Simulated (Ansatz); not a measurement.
# Ru: band structure with PBE

Crystal: Ru.

```xyz
2
Lattice="2.7058 0.0000 0.0000 -1.3529 2.3433 0.0000 0.0000 0.0000 4.2819" Properties=species:S:1:pos:R:3 pbc="T T T"
Ru    1.3529    0.7811    3.2114
Ru    0.0000    1.5622    1.0705
```

```yaml
Program: Ansatz 0.2.0
Task: band structure
Functional: PBE
Potentials_or_basis: Ansatz PAW
Cutoff: "420 eV (not typed: the program's choice for these potentials)"
k_mesh: 8 × 8 × 5
Occupations: fermi-dirac, width 0.05 eV
Spin: spin-orbit coupling, no magnetisation
Path: "[[\"G\", \"M\", \"K\", \"G\", \"A\", \"L\", \"H\", \"A\"], [\"L\", \"M\"], [\"K\", \"H\"]]"
Points_for_each_segment_of_the_path: 14
```

```json
{
  "Pressure": "4.2 GPa",
  "Band gap on the k mesh": "none (metal or under the smearing width)"
}
```

Stress tensor (GPa, compression positive):
```
4.46 0.00 0.00
0.00 4.46 0.00
0.00 0.00 3.71
```

Levels at the corners of the path, in eV from the Fermi level:
| point | band 28 | band 29 | band 30 | band 31 | band 32 | band 33 | band 34 | band 35 | band 36 | band 37 |
| --- | --- | --- | --- | --- | --- | --- | --- | --- | --- | --- |
| Γ | -2.06 | -1.76 | -1.76 | -1.42 | -1.42 | -1.28 | -1.28 | 1.11 | 1.11 | 1.29 |
| M | -1.79 | -1.50 | -1.50 | 1.45 | 1.45 | 1.80 | 1.80 | 1.99 | 1.99 | 4.09 |
| K | -2.78 | -1.05 | -1.05 | 0.96 | 0.96 | 1.10 | 1.10 | 1.46 | 1.46 | 7.03 |
| Γ | -2.06 | -1.76 | -1.76 | -1.42 | -1.42 | -1.28 | -1.28 | 1.11 | 1.11 | 1.29 |
| A | -2.75 | -2.61 | -2.61 | -2.61 | -2.61 | 0.53 | 0.53 | 0.53 | 0.53 | 0.61 |
| L | -1.05 | 0.46 | 0.46 | 0.46 | 0.46 | 1.71 | 1.71 | 1.71 | 1.71 | 3.41 |
| H | -2.66 | -1.28 | -1.28 | -1.06 | -1.06 | 1.22 | 1.22 | 1.27 | 1.27 | 8.39 |
| A | -2.75 | -2.61 | -2.61 | -2.61 | -2.61 | 0.53 | 0.53 | 0.53 | 0.53 | 0.61 |
| L | -1.05 | 0.46 | 0.46 | 0.46 | 0.46 | 1.71 | 1.71 | 1.71 | 1.71 | 3.41 |
| M | -1.79 | -1.50 | -1.50 | 1.45 | 1.45 | 1.80 | 1.80 | 1.99 | 1.99 | 4.09 |
| K | -2.78 | -1.05 | -1.05 | 0.96 | 0.96 | 1.10 | 1.10 | 1.46 | 1.46 | 7.03 |
| H | -2.66 | -1.28 | -1.28 | -1.06 | -1.06 | 1.22 | 1.22 | 1.27 | 1.27 | 8.39 |

Run time: 13 s on 2 threads of Intel(R) Xeon(R) Processor @ 2.50GHz (Skylake/Cascade Lake), with other jobs on the host, peak memory 0.41 GiB.
